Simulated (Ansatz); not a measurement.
## Magnetic and orbital states of VN

We look at VN: a test cell of our own (not relaxed), with 2 atoms per cell.

```
CELL_PARAMETERS angstrom
0.00000 2.06500 2.06500
2.06500 0.00000 2.06500
2.06500 2.06500 0.00000
ATOMIC_POSITIONS crystal
V 0.03700 0.01850 0.01233
N 0.53700 0.51850 0.51233
```

Atoms are numbered from 1 in the order listed.

All numbers below come from DFT, r2SCAN, PAW (an earlier, harder data set), plane waves, scalar-relativistic in Ansatz.

```yaml
plane_wave_cutoff: 870 eV
k_point_mesh: 4×4×4 (shift 0.5 0.5 0.5)
occupations: Fermi–Dirac smearing, 0.1 eV
```

Site moments are integrals over atomic spheres and don't add up to the total.

With one magnetic atom in the cell its copies can only be parallel; orders in a larger cell may lie lower.

The mesh is coarse, so energy differences (and at times their sign) aren't converged.

Default search: extra SCF cycles where an unstable direction or a doubtful shell filling shows. With a search on, the program may also reshape the start on open shells. Ends within 0.2 meV/atom and 0.1 μB count as one state.

```tsv
start	iterations	final moments of V1 (μB)	total (μB)	F − F(lowest) (meV/atom)
default search for lower states [V1 2.00 μB]	16	1.09	1.35	0.0
default search for lower states [spin off]	8	0.00	0.00	0.9
```

Distinct self-consistent solutions found: 2, from 2 converged runs. The lowest is spin-polarised, site moments V1 1.09 μB, total 1.35 μB per cell; it was reached by the start “default search for lower states [V1 2.00 μB]”. Switching spin polarisation off costs 0.9 meV/atom. The search isn't exhaustive: larger magnetic cells and non-collinear orders weren't tried. States within about 5 meV/atom are too close for this mesh, smearing and search to settle their order.
